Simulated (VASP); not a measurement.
# Sr (P6_3/mmc) in VASP: settings compared

The runs below take Sr through band structure, phonons, with SCAN0, RPBE+D3(BJ).

Everything below comes from runs of VASP 6.6.1. Logs are shortened: lines on timing, memory, paths and dates and some standing lists are left out, and cuts for length are marked.

**1. The crystal as given**

The structure is hexagonal, space group P6_3/mmc (No. 194). Conventional cell: a = 4.310 Å, b = 4.310 Å, c = 7.050 Å, α = 90.00°, β = 90.00°, γ = 120.00°. Sr (site symmetry -6m2) is surrounded by 12 Sr at 4.31 Å.

This isn't the form of Sr at room conditions, which is fcc.

**2. Band structure, SCAN0 (atoms moved at random, drawn with an rms of 0.02 Å)**

POSCAR

```
Sr
1.0
    4.3100000000      0.0000000000      0.0000000000
   -2.1550000000      3.7325694903      0.0000000000
    0.0000000000      0.0000000000      7.0500000000
Sr
2
Direct
    0.6677520000      0.3278370000      0.7484960000
    0.3336640000      0.6674230000      0.2482690000
```

INCAR.step1

```
ALGO = Normal ; EDIFF = 1E-5
ENCUT = 520 ; GGA = PE
ISIF = 2 ; ISMEAR = -1
LASPH = False ; LCHARG = False
LREAL = False ; LWAVE = True
NBANDS = 17 ; NELM = 100
PREC = Accurate ; SIGMA = 0.02
```

INCAR.step2

```
AEXX = 0.25 ; ALGO = Normal
EDIFF = 1E-6 ; ENCUT = 520
HFRCUT = -1 ; ISIF = 2
ISMEAR = -1 ; ISTART = 1
LASPH = False ; LCHARG = False
LHFCALC = True ; LMIXTAU = True
LREAL = False ; LWAVE = False
METAGGA = SCAN ; NBANDS = 17
NELM = 100 ; PREC = Accurate
PRECFOCK = Fast ; SIGMA = 0.02
```

KPOINTS

```
k-points
0
Gamma
  2 2 2
```

KPOINTS_OPT

```
path GMKGALHA,LM,KH
10
line-mode
reciprocal
 0.0000000000  0.0000000000  0.0000000000  G
 0.5000000000  0.0000000000  0.0000000000  M

 0.5000000000  0.0000000000  0.0000000000  M
 0.3333333333  0.3333333333  0.0000000000  K

 0.3333333333  0.3333333333  0.0000000000  K
 0.0000000000  0.0000000000  0.0000000000  G

 0.0000000000  0.0000000000  0.0000000000  G
 0.0000000000  0.0000000000  0.5000000000  A

 0.0000000000  0.0000000000  0.5000000000  A
 0.5000000000  0.0000000000  0.5000000000  L

 0.5000000000  0.0000000000  0.5000000000  L
 0.3333333333  0.3333333333  0.5000000000  H

 0.3333333333  0.3333333333  0.5000000000  H
 0.0000000000  0.0000000000  0.5000000000  A

 0.5000000000  0.0000000000  0.5000000000  L
 0.5000000000  0.0000000000  0.0000000000  M

 0.3333333333  0.3333333333  0.0000000000  K
 0.3333333333  0.3333333333  0.5000000000  H
```

Potentials or basis: VASP PAW PBE potentials, release 64 (Sr_sv).

On the command line:

```sh
> cat potpaw_PBE.64/Sr_sv/POTCAR > POTCAR
> cp INCAR.step1 INCAR
> mpirun -np 1 vasp_std > vasp.out
> cp INCAR.step2 INCAR
> mpirun -np 1 vasp_std > vasp.out
```

OUTCAR:

```text
AEXX = 0.25
   EDIFF = 1E-6
   ENCUT = 520
   ISIF = 2
   ISMEAR = -1
   ISTART = 1
   LASPH = False
   LHFCALC = True
   LREAL = False
   METAGGA = SCAN
   NELM = 100
   PREC = Accurate
   PRECFOCK = Fast
     LASPH = .TRUE.)

 ion  position               nearest neighbor table
   1  0.668  0.328  0.748-   2 4.30   2 4.30   2 4.31   2 4.31   2 4.33   2 4.33
   2  0.334  0.667  0.248-   1 4.30   1 4.30   1 4.31   1 4.31   1 4.33   1 4.33

  LATTYP: Found a hexagonal cell.
 ALAT       =     4.3100000000
 C/A-ratio  =     1.6357308585

  Lattice vectors:

 A1 = (   4.3100000000,   0.0000000000,   0.0000000000)
 A2 = (  -2.1550000000,   3.7325694903,   0.0000000000)
 A3 = (   0.0000000000,   0.0000000000,   7.0500000000)

Analysis of symmetry for initial positions (statically):
=====================================================================
 Subroutine PRICEL returns:
 Original cell was already a primitive cell.

 Routine SETGRP: Setting up the symmetry group for a
 hexagonal supercell.

 Subroutine GETGRP returns: Found  2 space group operations
 (whereof  1 operations were pure point group operations)
 out of a pool of 24 trial point group operations.

The static configuration has the point symmetry C_1 .
 The point group associated with its full space group is S_2 .

Analysis of symmetry for dynamics (positions and initial velocities):
=====================================================================
 Subroutine PRICEL returns:
 Original cell was already a primitive cell.

 Routine SETGRP: Setting up the symmetry group for a
 hexagonal supercell.

 Subroutine GETGRP returns: Found  2 space group operations
 (whereof  1 operations were pure point group operations)
 out of a pool of 24 trial point group operations.

The dynamic configuration has the point symmetry C_1 .
 The point group associated with its full space group is S_2 .

 Subroutine INISYM returns: Found  2 space group operations
 (whereof  1 operations are pure point group operations),
 and found     1 'primitive' translations

----------------------------------------------------------------------------------------

                                     Primitive cell

  volume of cell :     113.4160

  direct lattice vectors                    reciprocal lattice vectors
     4.310000000  0.000000000  0.000000000     0.232018561  0.133955979  0.000000000
    -2.155000000  3.732569490  0.000000000     0.000000000  0.267911958  0.000000000
     0.000000000  0.000000000  7.050000000     0.000000000  0.000000000  0.141843972

  length of vectors
     4.310000000  4.310000000  7.050000000     0.267911958  0.267911958  0.141843972

  position of ions in fractional coordinates (direct lattice)
     0.667752000  0.327837000  0.748496000
     0.333664000  0.667423000  0.248269000

  ion indices of the primitive-cell ions
   primitive index   ion index
                 1           1
                 2           2

----------------------------------------------------------------------------------------

 KPOINTS: k-points

Automatic generation of k-mesh.
 Grid dimensions read from file:
 generate k-points for:    2    2    2

 Generating k-lattice:

  Cartesian coordinates                     Fractional coordinates (reciprocal lattice)
     0.116009281  0.066977989  0.000000000     0.500000000  0.000000000  0.000000000
     0.000000000  0.133955979  0.000000000     0.000000000  0.500000000  0.000000000
     0.000000000  0.000000000  0.070921986     0.000000000  0.000000000  0.500000000

  Length of vectors
     0.133955979  0.133955979  0.070921986

  Shift w.r.t. Gamma in fractional coordinates (k-lattice)
     0.000000000  0.000000000  0.000000000

 Subroutine IBZKPT returns following result:
 ===========================================

 Found      8 irreducible k-points:

 Following reciprocal coordinates:
            Coordinates               Weight
  0.000000  0.000000  0.000000      1.000000
  0.500000  0.000000  0.000000      1.000000
  0.000000  0.500000  0.000000      1.000000
  0.500000  0.500000  0.000000      1.000000
  0.000000  0.000000  0.500000      1.000000
  0.500000  0.000000  0.500000      1.000000
  0.000000  0.500000  0.500000      1.000000
  0.500000  0.500000  0.500000      1.000000
   k-points           NKPTS =      8   k-points in BZ     NKDIM =      8   number of bands    NBANDS=     17
   number of dos      NEDOS =    301   number of ions     NIONS =      2
   total plane-waves  NPLWV =  55296
   dimension x,y,z NGX =    32 NGY =   32 NGZ =   54
   dimension x,y,z NGXF=    64 NGYF=   64 NGZF=  108
   ions per type =               2
   NGX,Y,Z   is equivalent  to a cutoff of  12.34, 12.34, 12.73 a.u.
   NGXF,Y,Z  is equivalent  to a cutoff of  24.69, 24.69, 25.47 a.u.
 SYSTEM =  unknown system
   PREC   = accura    normal or accurate (medium, high low for compatibility)
   ISTART =      1    job   : 0-new  1-cont  2-samecut
   ICHARG =      0    charge: 1-file 2-atom 10-const
   ISPIN  =      1    spin polarized calculation?
   LNONCOLLINEAR =      F non collinear calculations
   LSORBIT =      F    spin-orbit coupling
   LASPH  =      F    aspherical Exc in radial PAW
   ENCUT  =  520.0 eV  38.22 Ry    6.18 a.u.   8.01  8.01 13.11*2*pi/ulx,y,z
   NELM   =    100;   NELMIN=  2; NELMDL=  0     # of ELM steps
   EDIFF  = 0.1E-05   stopping-criterion for ELM
   LREAL  =      F    real-space projection
   EDIFFG = 0.1E-04   stopping-criterion for IOM
   NSW    =      0    number of steps for IOM
   IBRION =     -1    ionic relax: 0-MD 1-quasi-New 2-CG
   NFREE  =      0    steps in history (QN), initial steepest desc. (CG)
   ISIF   =      2    stress and relaxation
   ISYM   =      3    0-nonsym 1-usesym 2-fastsym
   POTIM  = 0.5000    time-step for ionic-motion
   TEBEG  =    0.0;   TEEND  =   0.0 temperature during run
   PSTRESS=    0.0 pullay stress
   NELECT =      20.0000    total number of electrons
   NUPDOWN=      -1.0000    fix difference up-down
   EMIN   =  10.00;   EMAX   =-10.00  energy-range for DOS
   EFERMI =   0.00;   METHOD = LEGACY
   ISMEAR =    -1;   SIGMA  =   0.02  broadening in eV -4-tet -1-fermi 0-gaus
   EFERMI_NEDOS =   21; number of points for ismear=-14 and -15
   IALGO  =     38    algorithm
   IMIX   =      1    mixing-type and parameters
     AMIX     =   0.40;   BMIX     =  1.00
     AMIX_MAG =   1.60;   BMIX_MAG =  1.00
  volume/ion in A,a.u.               =      56.71       382.68
  Fermi-wavevector in a.u.,A,eV,Ry     =   0.918037  1.734838 11.466874  0.842791
  Thomas-Fermi vector in A             =   2.043073
   LORBIT       =      0    0 simple, 1 ext, 2 COOP (PROOUT), +10 PAW based schemes
   METAGGA = SCAN    functional components
   LHFCALC =     T    Hartree Fock is set to
   PRECFOCK=fast      Normal, Fast or Accurate (Low or Medium for compatibility)
   ENCUT4O =  -1.0   cutoff for four orbital integrals eV
   NKREDX  =     1    reduce k-point grid by
   NKREDY  =     1    reduce k-point grid by
   NKREDZ  =     1    reduce k-point grid by
   AEXX    =    0.2500 exact exchange contribution
   HFSCREEN=    0.0000 screening length (either q_TF or 0.3 A-1)
   HFSCREENC=   0.0000 screening length for correlation (either q_TF or 0.3 A-1)
   ENCUTFOCK=  -1.0 apply spherical cutoff to Coloumb kernel
   IVDW    =     0    specifies the selected vdW correction
   LEPSILON=     F    determine dielectric tensor
   LRPA    =     F    only Hartree local field effects (RPA)
 non-spin polarized calculation
  energy-cutoff  :      520.00
  volume of cell :      113.42
 maximum number of plane-waves:      3068
  NGX = 18; NGY = 18; NGZ = 30

 number of electron      20.0000000 magnetization

 Free energy of the ion-electron system (eV)
  ---------------------------------------------------
  ext. energy  EPLUGINS =         0.00000000
  ---------------------------------------------------
  free energy    TOTEN  =       -34.35317156 eV

  energy without entropy =      -34.35317156  energy(sigma->0) =      -34.35317156

 E-fermi :   0.8681     XC(G=0):  -6.0726

 val. band max:        0.3794863869   @ k =   0.5000   0.5000   0.0000
 cond. band min:       1.8190166715   @ k =   0.0000   0.0000   0.0000
 fundamental gap:      1.4395302846
 Fermi energy:         0.8681271288

 k-point     1 :       0.0000    0.0000    0.0000
  band No.  band energies     occupation
      1     -39.4334      2.00000
      2     -39.4209      2.00000
      3     -19.7738      2.00000
      4     -19.5984      2.00000
      5     -19.5550      2.00000
      6     -19.5523      2.00000
[... 9 lines left out ...]
     16       5.4998      0.00000
     17       6.0308      0.00000

 k-point     2 :       0.5000    0.0000    0.0000
  band No.  band energies     occupation
      1     -39.4217      2.00000
      2     -39.4194      2.00000
      3     -19.7041      2.00000
      4     -19.6909      2.00000
      5     -19.6707      2.00000
      6     -19.6440      2.00000
[... 9 lines left out ...]
     16       7.0471      0.00000
     17       7.8175      0.00000

 k-point     3 :       0.0000    0.5000    0.0000
  band No.  band energies     occupation
      1     -39.4215      2.00000
      2     -39.4196      2.00000
      3     -19.7019      2.00000
      4     -19.6912      2.00000
      5     -19.6713      2.00000
      6     -19.6463      2.00000
[... 9 lines left out ...]
     16       7.0783      0.00000
     17       7.8280      0.00000

 k-point     4 :       0.5000    0.5000    0.0000
  band No.  band energies     occupation
      1     -39.4220      2.00000
      2     -39.4191      2.00000
      3     -19.7071      2.00000
      4     -19.6903      2.00000
      5     -19.6698      2.00000
      6     -19.6409      2.00000
[... 9 lines left out ...]
     16       7.0085      0.00000
     17       7.8561      0.00000

 k-point     5 :       0.0000    0.0000    0.5000
  band No.  band energies     occupation
      1     -39.4265      2.00000
      2     -39.4265      2.00000
      3     -19.6936      2.00000
      4     -19.6931      2.00000
      5     -19.5409      2.00000
      6     -19.5408      2.00000
[... 9 lines left out ...]
     16       5.0104      0.00000
     17       7.0773      0.00000

 k-point     6 :       0.5000    0.0000    0.5000
  band No.  band energies     occupation
      1     -39.4204      2.00000
      2     -39.4204      2.00000
      3     -19.7263      2.00000
      4     -19.7263      2.00000
      5     -19.6230      2.00000
      6     -19.6229      2.00000
[... 9 lines left out ...]
     16       5.6760      0.00000
     17       7.2143      0.00000

 k-point     7 :       0.0000    0.5000    0.5000
  band No.  band energies     occupation
      1     -39.4204      2.00000
      2     -39.4204      2.00000
      3     -19.7271      2.00000
      4     -19.7271      2.00000
      5     -19.6225      2.00000
      6     -19.6225      2.00000
[... 9 lines left out ...]
     16       5.6763      0.00000
     17       7.2424      0.00000

 k-point     8 :       0.5000    0.5000    0.5000
  band No.  band energies     occupation
      1     -39.4204      2.00000
      2     -39.4204      2.00000
      3     -19.7251      2.00000
      4     -19.7250      2.00000
      5     -19.6236      2.00000
      6     -19.6235      2.00000
[... 9 lines left out ...]
     16       5.6737      0.00000
     17       7.1758      0.00000

------------------------ aborting loop because EDIFF is reached ----------------------------------------

  FORCE on cell =-STRESS in cart. coord.  units (eV):
  Direction    XX          YY          ZZ          XY          YZ          ZX
  --------------------------------------------------------------------------------------
  -------------------------------------------------------------------------------------
  Total       -1.6959636     -1.6494900     -2.4420585      0.0165284     -0.0001407     -0.0002927
  in kB      -23.9581241    -23.3016130    -34.4978760      0.2334899     -0.0019879     -0.0041348
  external PRESSURE =     -27.2525377 kB  Pullay stress =       0.0000000 kB

 VOLUME and BASIS-vectors are now :
 -----------------------------------------------------------------------------
  energy-cutoff  :      520.00
  volume of cell :      113.42
      direct lattice vectors                 reciprocal lattice vectors
     4.310000000  0.000000000  0.000000000     0.232018561  0.133955979  0.000000000
    -2.155000000  3.732569490  0.000000000     0.000000000  0.267911958  0.000000000
     0.000000000  0.000000000  7.050000000     0.000000000  0.000000000  0.141843972

 POSITION                                       TOTAL-FORCE (eV/Angst)
 -----------------------------------------------------------------------------------
      2.17152      1.22367      5.27690        -0.008955      0.012964     -0.001182
     -0.00020      2.49120      1.75030         0.008955     -0.012964      0.001182
 -----------------------------------------------------------------------------------
    total drift:                               -0.000109     -0.000016     -0.000222

  FREE ENERGIE OF THE ION-ELECTRON SYSTEM (eV)
  ---------------------------------------------------
  free  energy   TOTEN  =       -34.3531715555 eV

  energy  without entropy=      -34.3531715555  energy(sigma->0) =      -34.35317156
```

Run time: 7.8 min. Hardware: 1 thread of Intel Xeon Platinum 8488C (Sapphire Rapids), shared host; peak memory 0.24 GiB.

These settings aren't checked as converged: the numbers below hold their error.

What came out:

| Quantity | Value |
| --- | --- |
| Free energy | -34.3532 eV |
| Pressure | -2.7 GPa |
| Largest force | 0.016 eV/Å |
| Band gap on the k mesh | 1.44 eV, indirect (least direct gap 1.81 eV) |

Caveat: the k mesh is coarse (spacing up to 0.84 Å⁻¹), so the values aren't converged, least of all with exact exchange; the mesh shows a gap though the element is a metal; the PAW data sets were made with another functional, which shifts forces and pressure a little.

(Part 1 of 2 ends here.)
